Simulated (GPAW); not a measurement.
Write an ASE script for GPAW 26.7.0 that does the following.

```yaml
Task: single point
Functional: PBE
Potentials_or_basis: GPAW PAW data sets (gpaw-data 1.2.1)
Cutoff: 600 eV
Basis: pw
k_mesh: 6 × 6 × 6
Occupations: fermi-dirac, width 0.05 eV
Spin: no spin polarisation
Maxiter: 100
```

The structure of ZnS lies in POSCAR:

```
ZnS
1.0
    0.0000000000      2.7020000000      2.7020000000
    2.7020000000      0.0000000000      2.7020000000
    2.7020000000      2.7020000000      0.0000000000
Zn S
1 1
Direct
    0.7500000000      0.7500000000      0.7500000000
    0.0000000000      0.0000000000      0.0000000000
```

These files were run (other wordings do the same):

run.py

```python
from ase.dft.bandgap import bandgap
from ase.io import read, write
from ase.units import GPa
from gpaw import GPAW, PW

atoms = read('POSCAR')

calc = GPAW(mode=PW(600),
            xc='PBE',
            kpts={'size': (6, 6, 6), 'gamma': True},
            occupations={'name': 'fermi-dirac', 'width': 0.05},
            nbands=18,
            convergence={'density': 1e-05, 'energy': 1e-05},
            maxiter=100,
            txt='gpaw.txt')
atoms.calc = calc
energy = atoms.get_potential_energy()
forces = atoms.get_forces()
stress = atoms.get_stress()
calc.write('gs.gpw')
write('result.traj', atoms)
print(f'Energy: {energy:.6f} eV')
print('Forces (eV/A):')
print(forces.round(4))
print('Stress (GPa):', (stress / GPa).round(3))
print('Fermi level:', round(calc.get_fermi_level(), 4), 'eV')
print(f'Gap: {bandgap(calc)[0]:.4f} eV, direct: {bandgap(calc, direct=True)[0]:.4f} eV')
```

Potentials or basis: GPAW PAW data sets (gpaw-data 1.2.1), pw.

Run with:

```sh
$ OMP_NUM_THREADS=1 python run.py
```

It gave:

The pressure is 1.6 GPa. The band gap on the k mesh is 2.10 eV, direct.

Run time: 11 s on 1 thread of Arm Neoverse V1 (shared host), peak memory 0.15 GiB.
